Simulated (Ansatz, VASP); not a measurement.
**C in VASP and in Ansatz**

```
CELL_PARAMETERS angstrom
1.22945 0.70983 3.60350
-1.22945 0.70983 3.60350
0.00000 -1.41965 3.60350
ATOMIC_POSITIONS crystal
C 0.83336 0.83336 0.83336
C 0.16664 0.16664 0.16664
```

Alike in both runs: functional PBEsol; k mesh 18 × 18 × 18; occupations fermi-dirac, width 0.05 eV; no spin polarisation.

Ansatz relaxed the structure, and its values are those at the end. VASP's run is a single point on that final structure, the one shown.

|  | VASP | Ansatz |
| --- | --- | --- |
| version | VASP 6.6.1 | Ansatz 0.2.0 |
| potentials or method | VASP PAW PBE potentials, release 64 (C) | PAW with Ansatz's default frozen-core files, scalar-relativistic |
| plane-wave cutoff (eV) | 520 | 420 |
| valence electrons in the cell | 8 | 8 |

```tsv
	VASP	Ansatz	Ansatz less VASP
pressure (GPa)	0.6	0.0	-0.63
```

Caveats: the PAW data sets were made with another functional, which shifts forces and pressure a little (VASP).
